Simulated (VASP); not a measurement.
# SnTe (Fm-3m) in VASP: notebook

Runs on SnTe. Level: PBEsol. Tasks: relaxation of cell and atoms.

All numbers are computed with VASP 6.6.1; they aren't measurements. Logs are shortened: lines on timing, memory, paths and dates and some standing lists are left out, and cuts for length are marked.

### 1 The crystal as given

The structure is cubic, space group Fm-3m (No. 225). The conventional cell has a = 6.302 Å, b = 6.302 Å, c = 6.302 Å, α = 90.00°, β = 90.00°, γ = 90.00°. Around Sn (site symmetry m-3m) lie 6 Te at 3.15 Å. Te (site symmetry m-3m) has 6 Sn at 3.15 Å as nearest neighbours.

### 2 Relaxation of cell and atoms, PBEsol

INCAR

```
SYSTEM = SnTe
PREC     = Accurate       ! precision mode
ENCUT    = 520            ! plane-wave cutoff, eV
EDIFF    = 1E-7           ! SCF threshold, eV
ISMEAR   = 0              ! smearing method
SIGMA    = 0.02           ! smearing width, eV
LREAL    = .False.        ! projectors in reciprocal space
LASPH    = .True.         ! aspherical terms in the spheres
NELM     = 60             ! most SCF steps
ALGO     = Fast           ! electronic algorithm
ISIF     = 3              ! what is computed and relaxed
LWAVE    = .False.        ! write WAVECAR
LCHARG   = .False.        ! write CHGCAR
GGA      = PS             ! functional
IBRION   = 2              ! ionic algorithm
NSW      = 80             ! ionic steps
EDIFFG   = -0.002         ! ionic threshold
```

KPOINTS

```
regular mesh
0
Gamma
  8 8 8
  0 0 0
```

POSCAR

```
SnTe
1.0
    0.0000000000      3.1508500000      3.1508500000
    3.1508500000      0.0000000000      3.1508500000
    3.1508500000      3.1508500000      0.0000000000
Sn Te
1 1
Direct
    0.0000000000      0.0000000000      0.0000000000
    0.5000000000      0.5000000000      0.5000000000
```

Potentials or basis: VASP PAW PBE potentials, release 64 (Sn_d, Te).

Command:

```console
cat potpaw_PBE.64/Sn_d/POTCAR potpaw_PBE.64/Te/POTCAR > POTCAR
mpirun -np 1 vasp_std > vasp.out
```

OUTCAR:

```text
SYSTEM = SnTe
   PREC = Accurate
   ENCUT = 520
   EDIFF = 1E-7
   ISMEAR = 0
   LREAL = .False.
   LASPH = .True.
   NELM = 60
   ISIF = 3
   GGA = PS
   IBRION = 2
   NSW = 80
   EDIFFG = -0.002

 ion  position               nearest neighbor table
   1  0.000  0.000  0.000-   2 3.15   2 3.15   2 3.15   2 3.15   2 3.15   2 3.15
   2  0.500  0.500  0.500-   1 3.15   1 3.15   1 3.15   1 3.15   1 3.15   1 3.15

  LATTYP: Found a face centered cubic cell.
 ALAT       =     6.3017000000

  Lattice vectors:

 A1 = (   0.0000000000,   3.1508500000,   3.1508500000)
 A2 = (   3.1508500000,   0.0000000000,   3.1508500000)
 A3 = (   3.1508500000,   3.1508500000,   0.0000000000)

Analysis of symmetry for initial positions (statically):
=====================================================================
 Subroutine PRICEL returns:
 Original cell was already a primitive cell.

 Routine SETGRP: Setting up the symmetry group for a
 face centered cubic supercell.

 Subroutine GETGRP returns: Found 48 space group operations
 (whereof 48 operations were pure point group operations)
 out of a pool of 48 trial point group operations.

The static configuration has the point symmetry O_h .

Analysis of symmetry for dynamics (positions and initial velocities):
=====================================================================
 Subroutine PRICEL returns:
 Original cell was already a primitive cell.

 Routine SETGRP: Setting up the symmetry group for a
 face centered cubic supercell.

 Subroutine GETGRP returns: Found 48 space group operations
 (whereof 48 operations were pure point group operations)
 out of a pool of 48 trial point group operations.

The dynamic configuration has the point symmetry O_h .

 Subroutine INISYM returns: Found 48 space group operations
 (whereof 48 operations are pure point group operations),
 and found     1 'primitive' translations

----------------------------------------------------------------------------------------

                                     Primitive cell

  volume of cell :      62.5624

  direct lattice vectors                    reciprocal lattice vectors
     0.000000000  3.150850000  3.150850000    -0.158687338  0.158687338  0.158687338
     3.150850000  0.000000000  3.150850000     0.158687338 -0.158687338  0.158687338
     3.150850000  3.150850000  0.000000000     0.158687338  0.158687338 -0.158687338
[... 101 lines left out ...]
   IALGO  =     68    algorithm
   IMIX   =      4    mixing-type and parameters
     AMIX     =   0.40;   BMIX     =  1.00
     AMIX_MAG =   1.60;   BMIX_MAG =  1.00
  volume/ion in A,a.u.               =      31.28       211.10
  Fermi-wavevector in a.u.,A,eV,Ry     =   1.119387  2.115336 17.048485  1.253028
  Thomas-Fermi vector in A             =   2.256026
   LORBIT       =      0    0 simple, 1 ext, 2 COOP (PROOUT), +10 PAW based schemes
   GGA     = PS    functional components
   LHFCALC =     F    Hartree Fock is set to
   AEXX    =    0.0000 exact exchange contribution
   IVDW    =     0    specifies the selected vdW correction
   LEPSILON=     F    determine dielectric tensor
   LRPA    =     F    only Hartree local field effects (RPA)
 conjugate gradient relaxation of ions
 non-spin polarized calculation
 RMM-DIIS sequential band-by-band and
 Gauss-broadening in eV      SIGMA  =   0.02
  energy-cutoff  :      520.00
  volume of cell :       62.56
 maximum number of plane-waves:      1708
 NGX is ok and might be reduce to    36
   NGX = 17   NGY = 17   NGZ = 17

--------------------------------------- Ionic step        1  -------------------------------------------

 number of electron      19.9999998 magnetization

 Free energy of the ion-electron system (eV)
  ---------------------------------------------------
  ext. energy  EPLUGINS =         0.00000000
  ---------------------------------------------------
  free energy    TOTEN  =        -8.33764768 eV

  energy without entropy =       -8.33764768  energy(sigma->0) =       -8.33764768

------------------------ aborting loop because EDIFF is reached ----------------------------------------

  FORCE on cell =-STRESS in cart. coord.  units (eV):
  Direction    XX          YY          ZZ          XY          YZ          ZX
  --------------------------------------------------------------------------------------
  -------------------------------------------------------------------------------------
  Total       -0.1138216     -0.1138216     -0.1138216      0.0000000      0.0000000     -0.0000000
  in kB       -2.9148907     -2.9148907     -2.9148907      0.0000000      0.0000000     -0.0000000
  external PRESSURE =      -2.9148907 kB  Pullay stress =       0.0000000 kB
[... 59 lines left out ...]
--------------------------------------- Ionic step        3  -------------------------------------------

 number of electron      19.9999998 magnetization

 Free energy of the ion-electron system (eV)
  ---------------------------------------------------
  ext. energy  EPLUGINS =         0.00000000
  ---------------------------------------------------
  free energy    TOTEN  =        -8.33799679 eV

  energy without entropy =       -8.33799679  energy(sigma->0) =       -8.33799679

 E-fermi :   6.9048     XC(G=0):  -9.6813

 val. band max:        6.8250627061   @ k =   0.5000   0.0000   0.0000
 cond. band min:       6.9854796389   @ k =   0.5000   0.0000   0.0000
 fundamental gap:      0.1604169328
 Fermi energy:         6.9047993513

 k-point     1 :       0.0000    0.0000    0.0000
  band No.  band energies     occupation
      1     -14.9097      2.00000
      2     -14.9097      2.00000
      3     -14.9023      2.00000
      4     -14.9023      2.00000
      5     -14.9023      2.00000
      6      -5.9849      2.00000
      7       2.1916      2.00000
      8       4.7320      2.00000
      9       4.7320      2.00000
     10       4.7320      2.00000
     11      10.2249      0.00000
     12      10.2249      0.00000
     13      10.2249      0.00000
     14      11.5853      0.00000
[... 377 lines left out ...]
      1     -14.9187      2.00000
      2     -14.9123      2.00000
      3     -14.8993      2.00000
      4     -14.8970      2.00000
      5     -14.8936      2.00000
      6      -4.4945      2.00000
      7      -1.1338      2.00000
      8       3.0681      2.00000
      9       3.4605      2.00000
     10       5.9428      2.00000
     11       7.3505      0.00000
     12       9.7948      0.00000
     13      10.4742      0.00000
     14      12.8358      0.00000

 [... further k-points ...]
[... 5 lines left out ...]
  --------------------------------------------------------------------------------------
  -------------------------------------------------------------------------------------
  Total       -0.0016343     -0.0016343     -0.0016343      0.0000000      0.0000000      0.0000000
  in kB       -0.0421118     -0.0421118     -0.0421118      0.0000000      0.0000000      0.0000000
  external PRESSURE =      -0.0421118 kB  Pullay stress =       0.0000000 kB
[... 17 lines left out ...]
  FREE ENERGIE OF THE ION-ELECTRON SYSTEM (eV)
  ---------------------------------------------------
  free  energy   TOTEN  =        -8.3379967852 eV

  energy  without entropy=       -8.3379967852  energy(sigma->0) =       -8.33799679

 reached required accuracy - stopping structural energy minimisation
```

CONTCAR:

```text
SnTe
   1.00000000000000
     0.0000000000000000    3.1444180036471145    3.1444180036471145
     3.1444180036471145    0.0000000000000000    3.1444180036471145
     3.1444180036471145    3.1444180036471145   -0.0000000000000000
  Sn              Te
     1     1
Direct
     0.0000000000000000    0.0000000000000000    0.0000000000000000
     0.5000000000000000    0.5000000000000000    0.5000000000000000

  0.00000000E+00  0.00000000E+00  0.00000000E+00
  0.00000000E+00  0.00000000E+00  0.00000000E+00
```

It took 47 s on 1 thread of Intel Xeon Platinum 8488C (Sapphire Rapids), shared host; peak memory 0.22 GiB.

What came out:

```
Free energy                            : -8.3380 eV
Relaxed volume                         : 31.09 Å³/atom
Relaxed cell                           : a = 4.447 Å, b = 4.447 Å, c = 4.447 Å, α = 60.00°, β = 60.00°, γ = 60.00°
Space group after relaxing (to 0.05 Å) : Fm-3m (No. 225)
Energy gained by relaxing              : 0.2 meV/atom
Ionic steps                            : 3
Pressure after relaxing                : 0.0 GPa
Band gap on the k mesh                 : 0.16 eV, direct
```

Step by step:
| step | energy change (eV) | largest force (eV/Å) | pressure (GPa) | volume (Å³) |
| --- | --- | --- | --- | --- |
| 1 | 0.0000 | 0.0000 | -0.29 | 62.56 |
| 2 | -0.0003 | 0.0000 | 0.10 | 62.05 |
| 3 | -0.0003 | 0.0000 | 0.00 | 62.18 |

Final structure:
```cif
data_structure
_symmetry_space_group_name_H-M 'P 1'
_symmetry_Int_Tables_number 1
_cell_length_a 4.4469
_cell_length_b 4.4469
_cell_length_c 4.4469
_cell_angle_alpha 60.000
_cell_angle_beta 60.000
_cell_angle_gamma 60.000
_cell_volume 62.18
loop_
_atom_site_label
_atom_site_type_symbol
_atom_site_fract_x
_atom_site_fract_y
_atom_site_fract_z
_atom_site_occupancy
Sn1 Sn 0.00000 0.00000 0.00000 1
Te1 Te 0.50000 0.50000 0.50000 1
```

Caveat: the PAW data sets were made with another functional, which shifts forces and pressure a little; spin-orbit coupling is left out, which moves the levels of the heavy elements.

### 3 Relaxation of cell and atoms, PBEsol

This run uses another cell than the first one, of 31.09 Å³/atom, 0.994 times its volume.

INCAR is that of step 2.

KPOINTS is that of step 2.

POSCAR

```
SnTe                                    
1.0
    0.0000000000      3.1444180036      3.1444180036
    3.1444180036      0.0000000000      3.1444180036
    3.1444180036      3.1444180036     -0.0000000000
  Sn              Te            
     1     1
Direct
     0.0000000000000000    0.0000000000000000    0.0000000000000000
     0.5000000000000000    0.5000000000000000    0.5000000000000000
```

Potentials or basis: VASP PAW PBE potentials, release 64 (Sn_d, Te).

Command:

```console
cat potpaw_PBE.64/Sn_d/POTCAR potpaw_PBE.64/Te/POTCAR > POTCAR
mpirun -np 1 vasp_std > vasp.out
```

OUTCAR:

```text
SYSTEM = SnTe
   PREC = Accurate
   ENCUT = 520
   EDIFF = 1E-7
   ISMEAR = 0
   LREAL = .False.
   LASPH = .True.
   NELM = 60
   ISIF = 3
   GGA = PS
   IBRION = 2
   NSW = 80
   EDIFFG = -0.002

 ion  position               nearest neighbor table
   1  0.000  0.000  0.000-   2 3.14   2 3.14   2 3.14   2 3.14   2 3.14   2 3.14
   2  0.500  0.500  0.500-   1 3.14   1 3.14   1 3.14   1 3.14   1 3.14   1 3.14

  LATTYP: Found a face centered cubic cell.
 ALAT       =     6.2888360072
[... 593 lines left out ...]
      9       3.4606      2.00000
     10       5.9428      2.00000
     11       7.3506      0.00000
     12       9.7949      0.00000
     13      10.4742      0.00000
     14      12.8360      0.00000

 [... further k-points ...]
[... 5 lines left out ...]
  --------------------------------------------------------------------------------------
  -------------------------------------------------------------------------------------
  Total       -0.0008601     -0.0008601     -0.0008601     -0.0000000      0.0000000      0.0000000
  in kB       -0.0221625     -0.0221625     -0.0221625     -0.0000000      0.0000000      0.0000000
  external PRESSURE =      -0.0221625 kB  Pullay stress =       0.0000000 kB

 VOLUME and BASIS-vectors are now :
 -----------------------------------------------------------------------------
  energy-cutoff  :      520.00
  volume of cell :       62.18
      direct lattice vectors                 reciprocal lattice vectors
     0.000000000  3.144418004  3.144418004    -0.159011938  0.159011938  0.159011938
     3.144418004  0.000000000  3.144418004     0.159011938 -0.159011938  0.159011938
     3.144418004  3.144418004  0.000000000     0.159011938  0.159011938 -0.159011938

 POSITION                                       TOTAL-FORCE (eV/Angst)
 -----------------------------------------------------------------------------------
      0.00000      0.00000      0.00000         0.000000     -0.000000     -0.000000
      3.14442      3.14442      3.14442        -0.000000      0.000000      0.000000
 -----------------------------------------------------------------------------------
    total drift:                               -0.000000      0.000000      0.000000

  FREE ENERGIE OF THE ION-ELECTRON SYSTEM (eV)
  ---------------------------------------------------
  free  energy   TOTEN  =        -8.3379192555 eV

  energy  without entropy=       -8.3379192555  energy(sigma->0) =       -8.33791926

 reached required accuracy - stopping structural energy minimisation
```

CONTCAR:

```text
SnTe
   1.00000000000000
     0.0000000000000000    3.1444180035999998    3.1444180035999998
     3.1444180035999998    0.0000000000000000    3.1444180035999998
     3.1444180035999998    3.1444180035999998    0.0000000000000000
  Sn              Te
     1     1
Direct
     0.0000000000000000    0.0000000000000000    0.0000000000000000
     0.5000000000000000    0.5000000000000000    0.5000000000000000

  0.00000000E+00  0.00000000E+00  0.00000000E+00
  0.00000000E+00  0.00000000E+00  0.00000000E+00
```

Run time: 26 s. Hardware: 1 thread of Intel Xeon Platinum 8488C (Sapphire Rapids), shared host; peak memory 0.21 GiB.

Results:

```yaml
Free_energy: -8.3379 eV
Pressure_after_relaxing: 0.0 GPa
Band_gap_on_the_k_mesh: 0.16 eV, direct
```

Final structure:
```
Sn Te
1.0
     0.00000    3.14442    3.14442
     3.14442    0.00000    3.14442
     3.14442    3.14442    0.00000
Sn Te
1 1
Cartesian
  0.0000 0.0000 0.0000
  3.1444 3.1444 3.1444
```

Caveat: the relaxation stopped at its first step, so nothing moved; the PAW data sets were made with another functional, which shifts forces and pressure a little; spin-orbit coupling is left out, which moves the levels of the heavy elements. A k mesh can miss the band edges.
